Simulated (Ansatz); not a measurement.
Runs of Ansatz 0.2.0 on MnO. The structure is hexagonal, space group P6_3mc (No. 186). The conventional cell has a = 3.372 Å, b = 3.372 Å, c = 5.386 Å, α = 90.00°, β = 90.00°, γ = 120.00°. Mn (site symmetry 3m) is surrounded by 4 O at 1.96 to 2.08 Å. O (site symmetry 3m) has 4 Mn at 1.96 to 2.08 Å as nearest neighbours. Measurements of this composition are mostly on another form, of space group No. 225.

```csv
level,share of exact exchange,gap on the mesh (eV),pressure (GPa),moment (μB),largest force (eV/Å)
r2SCAN0,0.25,1.57,3.6,10.00,0.83
r2SCAN0 form with a typed share of exact exchange,0.35,2.52,3.5,10.00,0.87
r2SCAN0 form with a typed share of exact exchange,0.5,(c),3.3,10.00,0.92
r2SCAN0 form with a typed share of exact exchange,0.15,0.74,3.7,10.00,0.78
r2SCAN0 form with a typed share of exact exchange,0.1,(b),3.7,10.00,(a)
```

Alike in all rows: task single point; potentials or basis Ansatz PAW; spin collinear, ferromagnetic start; cell as given; k mesh 5 × 5 × 3; cutoff (eV) 500; smearing fermi-dirac 0.05 eV; the mesh is coarse, so values aren't converged.

Problem. Estimate the missing entries.

Solution. (a) 0.75; (b) 0.46; (c) 4.00.

Caveats: all runs use coarse meshes; the magnetic or orbital state may not be the lowest; odd divisions of the mesh miss points on the zone boundary, where band edges often lie, so the gap on the mesh can be too wide; only a ferromagnetic start was run, and an antiferromagnetic order may lie lower in energy; the PAW data sets come from PBE, with cores solved anew for the run's functional, which leaves a small shift of forces and pressure; the thresholds are loose for stress.

